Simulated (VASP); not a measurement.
# H2Os (P4/mmm) in VASP: further runs, part 2 of 2

VASP 6.6.1. Earlier steps stand in the parts before.

## Step 3: Single point, HSE(alpha, omega)

Contents of POSCAR:

```
H2Os
1.0
    2.4917700000      0.0000000000      0.0000000000
    0.0000000000      2.4917700000      0.0000000000
    0.0000000000      0.0000000000      4.6022600000
H Os
2 1
Direct
    0.5000000000      0.5000000000      0.3950400000
    0.5000000000      0.5000000000      0.6049600000
    0.5000000000      0.5000000000      0.0000000000
```

Contents of INCAR.step1:

```
PREC     = Accurate       # precision mode
ENCUT    = 520            # plane-wave cutoff, eV
EDIFF    = 1E-5           # SCF threshold, eV
ISMEAR   = -1             # smearing method
SIGMA    = 0.05           # smearing width, eV
LREAL    = False          # projectors in reciprocal space
LASPH    = True           # aspherical terms in the spheres
NELM     = 100            # most SCF steps
ALGO     = Normal         # electronic algorithm
ISIF     = 2              # what is computed and relaxed
LWAVE    = True           # write WAVECAR
LCHARG   = False          # write CHGCAR
GGA      = PE             # functional
```

Contents of INCAR.step2:

```
PREC     = Accurate       # precision mode
ENCUT    = 520            # plane-wave cutoff, eV
EDIFF    = 1E-7           # SCF threshold, eV
ISMEAR   = -1             # smearing method
SIGMA    = 0.05           # smearing width, eV
LREAL    = False          # projectors in reciprocal space
LASPH    = True           # aspherical terms in the spheres
NELM     = 100            # most SCF steps
ALGO     = Normal         # electronic algorithm
ISIF     = 2              # what is computed and relaxed
LWAVE    = False          # write WAVECAR
LCHARG   = False          # write CHGCAR
GGA      = PE             # functional
LHFCALC  = True           # exact exchange
HFSCREEN = 0.2            # screening, 1/A
AEXX     = 0.15           # exact-exchange fraction
PRECFOCK = Fast         
ISTART   = 1
```

Contents of KPOINTS:

```
Automatic mesh
0
Gamma
  6 6 3
```

Potentials or basis: VASP PAW PBE potentials, release 64 (H, Os).

Launch:

```console
> cat potpaw_PBE.64/H/POTCAR potpaw_PBE.64/Os/POTCAR > POTCAR
> cp INCAR.step1 INCAR
> mpirun -np 1 vasp_std > vasp.out
> cp INCAR.step2 INCAR
> mpirun -np 1 vasp_std > vasp.out
```

OUTCAR:

```text
PREC = Accurate
   ENCUT = 520
   EDIFF = 1E-7
   ISMEAR = -1
   LREAL = False
   LASPH = True
   NELM = 100
   ISIF = 2
   GGA = PE
   LHFCALC = True
   HFSCREEN = 0.2
   AEXX = 0.15
   PRECFOCK = Fast
   ISTART = 1

 ion  position               nearest neighbor table
   1  0.500  0.500  0.395-   3 1.82
   2  0.500  0.500  0.605-   3 1.82
   3  0.500  0.500  0.000-   1 1.82   2 1.82

  LATTYP: Found a simple tetragonal cell.
 ALAT       =     2.4917700000
 C/A-ratio  =     1.8469842722

  Lattice vectors:

 A1 = (   2.4917700000,   0.0000000000,   0.0000000000)
 A2 = (   0.0000000000,   2.4917700000,   0.0000000000)
 A3 = (   0.0000000000,   0.0000000000,   4.6022600000)

Analysis of symmetry for initial positions (statically):
=====================================================================
 Subroutine PRICEL returns:
 Original cell was already a primitive cell.

 Routine SETGRP: Setting up the symmetry group for a
 simple tetragonal supercell.

 Subroutine GETGRP returns: Found 16 space group operations
[... 175 lines left out ...]
 fundamental gap:      0.1295925418
 Fermi energy:         3.1185053648

 k-point     1 :       0.0000    0.0000    0.0000
  band No.  band energies     occupation
      1      -7.3791      2.00000
      2      -4.5636      2.00000
      3      -3.5998      2.00000
      4       2.6221      1.99990
      5       4.2166      0.00000
      6       4.2166      0.00000
      7       6.2601      0.00000
      8       6.3977      0.00000
      9      17.2156      0.00000
[... 217 lines left out ...]
 k-point    20 :       0.5000    0.5000    0.3333
  band No.  band energies     occupation
      1      -4.0733      2.00000
      2      -1.8248      2.00000
      3      -0.3985      2.00000
      4      -0.3985      2.00000
      5       2.6815      1.99968
      6       8.8106      0.00000
      7      10.9228      0.00000
      8      10.9228      0.00000
      9      13.7740      0.00000

------------------------ aborting loop because EDIFF is reached ----------------------------------------

  FORCE on cell =-STRESS in cart. coord.  units (eV):
  Direction    XX          YY          ZZ          XY          YZ          ZX
  --------------------------------------------------------------------------------------
  -------------------------------------------------------------------------------------
  Total       -0.8240093     -0.8240093     -0.7621855      0.0000000      0.0000000     -0.0000000
  in kB      -46.2014548    -46.2014548    -42.7350487      0.0000000      0.0000000     -0.0000000
  external PRESSURE =     -45.0459861 kB  Pullay stress =       0.0000000 kB

 VOLUME and BASIS-vectors are now :
 -----------------------------------------------------------------------------
  energy-cutoff  :      520.00
  volume of cell :       28.58
      direct lattice vectors                 reciprocal lattice vectors
     2.491770000  0.000000000  0.000000000     0.401321149  0.000000000  0.000000000
     0.000000000  2.491770000  0.000000000     0.000000000  0.401321149  0.000000000
     0.000000000  0.000000000  4.602260000     0.000000000  0.000000000  0.217284552

 POSITION                                       TOTAL-FORCE (eV/Angst)
 -----------------------------------------------------------------------------------
      1.24588      1.24588      1.81808         0.000000      0.000000      0.022213
      1.24588      1.24588      2.78418        -0.000000     -0.000000     -0.022213
      1.24588      1.24588      0.00000         0.000000     -0.000000      0.000000
 -----------------------------------------------------------------------------------
    total drift:                               -0.000000      0.000000      0.000000

  FREE ENERGIE OF THE ION-ELECTRON SYSTEM (eV)
  ---------------------------------------------------
  free  energy   TOTEN  =       -17.0924591137 eV

  energy  without entropy=      -17.0757700459  energy(sigma->0) =      -17.08411458
```

OUTCAR.step1:

```text
PREC = Accurate
   ENCUT = 520
   EDIFF = 1E-5
   ISMEAR = -1
   LREAL = False
   LASPH = True
[... 459 lines left out ...]
      1.24588      1.24588      1.81808        -0.000000      0.000000      0.004416
      1.24588      1.24588      2.78418         0.000000     -0.000000     -0.004416
      1.24588      1.24588      0.00000         0.000000      0.000000      0.000000
 -----------------------------------------------------------------------------------
    total drift:                               -0.000000      0.000000     -0.000000

  FREE ENERGIE OF THE ION-ELECTRON SYSTEM (eV)
  ---------------------------------------------------
  free  energy   TOTEN  =       -15.6474495157 eV

  energy  without entropy=      -15.6260041716  energy(sigma->0) =      -15.63672684
```

OSZICAR.step1:

```text
N       E                     dE             d eps       ncg     rms          rms(c)
DAV:   1     0.326319634660E+02    0.32632E+02   -0.47247E+03   360   0.978E+02
DAV:   2    -0.146550482586E+02   -0.47287E+02   -0.45484E+02   407   0.234E+02
DAV:   3    -0.167101597344E+02   -0.20551E+01   -0.20325E+01   422   0.412E+01
DAV:   4    -0.167278588869E+02   -0.17699E-01   -0.17669E-01   436   0.409E+00
DAV:   5    -0.167279479437E+02   -0.89057E-04   -0.89048E-04   396   0.196E-01    0.129E+01
DAV:   6    -0.157062608896E+02    0.10217E+01   -0.40100E+00   486   0.144E+01    0.482E+00
DAV:   7    -0.156581259208E+02    0.48135E-01   -0.20504E-01   417   0.349E+00    0.212E+00
DAV:   8    -0.156475016331E+02    0.10624E-01   -0.28554E-02   371   0.191E+00    0.180E-01
DAV:   9    -0.156473446515E+02    0.15698E-03   -0.10230E-03   380   0.308E-01    0.702E-02
DAV:  10    -0.156474101711E+02   -0.65520E-04   -0.19719E-04   372   0.154E-01    0.253E-02
DAV:  11    -0.156474448305E+02   -0.34659E-04   -0.51291E-05   378   0.524E-02    0.886E-03
DAV:  12    -0.156474495157E+02   -0.46852E-05   -0.69124E-06   280   0.225E-02
   1 F= -.15647450E+02 E0= -.15636727E+02  d E =-.214453E-01
```

It took 3.3 min on 1 thread of Intel Xeon Platinum 8488C (Sapphire Rapids), shared host; peak memory 0.24 GiB.

Results:

```yaml
Free_energy: -17.0925 eV
Pressure: -4.5 GPa
Largest_force: 0.022 eV/Å
Band_gap_on_the_k_mesh: none (metal or under the smearing width)
```

Forces on the atoms (eV/Å):
```
H    0.000  0.000  0.022
H    0.000  0.000 -0.022
Os   0.000  0.000  0.000
```

Levels at points of the mesh, in eV from the Fermi level:
| k point | band 2 | band 3 | band 4 | band 5 | band 6 | band 7 | band 8 | band 9 |
| --- | --- | --- | --- | --- | --- | --- | --- | --- |
| (0.00, 0.00, 0.00) | -7.68 | -6.72 | -0.50 | 1.10 | 1.10 | 3.14 | 3.28 | 14.10 |
| (0.50, 0.00, 0.00) | -5.87 | -4.81 | -0.74 | 0.55 | 1.73 | 3.68 | 3.69 | 8.37 |
| (0.50, 0.50, 0.00) | -6.16 | -3.41 | -3.41 | 4.23 | 5.69 | 6.78 | 6.78 | 6.88 |

Caveat: the k mesh is coarse (spacing up to 0.46 Å⁻¹), so the values aren't converged, least of all with exact exchange; the PAW data sets were made with another functional, which shifts forces and pressure a little. Spin-orbit coupling is left out, which matters for the levels of Os.

## Step 4: Single point, HSE(alpha, omega)

POSCAR is that of step 3.

INCAR.step1 is that of step 3.

Changes to INCAR.step2 since step 3:

```diff
@@ -15,3 +15,3 @@
 HFSCREEN = 0.2            # screening, 1/A
-AEXX     = 0.15           # exact-exchange fraction
+AEXX     = 0.2            # exact-exchange fraction
 PRECFOCK = Fast
```

KPOINTS is that of step 3.

Launch:

```console
> cat potpaw_PBE.64/H/POTCAR potpaw_PBE.64/Os/POTCAR > POTCAR
> cp INCAR.step1 INCAR
> mpirun -np 1 vasp_std > vasp.out
> cp INCAR.step2 INCAR
> mpirun -np 1 vasp_std > vasp.out
```

It took 3 min on 1 thread of Intel Xeon Platinum 8488C (Sapphire Rapids), shared host; peak memory 0.24 GiB.

Results (log left out):

| Quantity | Value |
| --- | --- |
| Free energy | -17.5850 eV |
| Pressure | -5.8 GPa |
| Largest force | 0.031 eV/Å |
| Band gap on the k mesh | none (metal or under the smearing width) |

Forces in eV/Å, atoms in the order of the input:
```
H    0.000  0.000  0.031
H    0.000  0.000 -0.031
Os   0.000  0.000  0.000
```

Stress tensor (GPa, compression positive):
```
-6.04  0.00  0.00
 0.00 -6.04  0.00
 0.00  0.00 -5.28
```

Levels at points of the mesh, in eV from the Fermi level:
| k point | band 3 | band 4 | band 5 | band 6 | band 7 | band 8 |
| --- | --- | --- | --- | --- | --- | --- |
| (0.00, 0.00, 0.00) | -6.91 | -0.49 | 1.11 | 1.11 | 3.33 | 3.41 |
| (0.50, 0.00, 0.00) | -4.98 | -0.68 | 0.57 | 1.76 | 3.79 | 3.81 |
| (0.50, 0.50, 0.00) | -3.55 | -3.55 | 4.35 | 5.82 | 6.94 | 6.94 |

Caveat: the k mesh is coarse (spacing up to 0.46 Å⁻¹), so the values aren't converged, least of all with exact exchange; the PAW data sets were made with another functional, which shifts forces and pressure a little. The run has no spin-orbit coupling, so splittings on Os are missing.

## Step 5: For comparison

An earlier run on the cell as given: functional PBE; potentials or basis VASP PAW PBE potentials, release 64 (H, Os); cutoff 520 eV; k mesh 11 × 11 × 6; occupations fermi-dirac, width 0.05 eV; no spin polarisation.

* Pressure: 0.1 GPa
* Largest force: 0.049 eV/Å
* Band gap on the k mesh: none (metal or under the smearing width)

## Step 6: Summary

| level | k mesh | share of exact exchange | grid for exact exchange (PRECFOCK) | mesh quality | gap on the mesh (eV) | pressure (GPa) | largest force (eV/Å) |
| --- | --- | --- | --- | --- | --- | --- | --- |
| HSE(alpha, omega) | 6 × 6 × 3 | 0.1 | Fast | coarse | none | -3.2 | 0.01 |
| HSE(alpha, omega) | 6 × 6 × 3 | 0.15 | Fast | coarse | none | -4.5 | 0.02 |
| HSE(alpha, omega) | 6 × 6 × 3 | 0.2 | Fast | coarse | none | -5.8 | 0.03 |
| PBE | 11 × 11 × 6 | - | - | not flagged | none | 0.1 | 0.05 |

Alike in all rows: task single point; potentials or basis VASP PAW PBE potentials, release 64 (H, Os); no spin polarisation; cell as given; cutoff (eV) 520; smearing fermi-dirac 0.05 eV.

Caveats: some runs use coarse meshes; the PAW data sets were made with another functional, which shifts forces and pressure a little (some runs).

Total energies depend on the potentials used, so only differences within one code and one set of settings carry meaning.
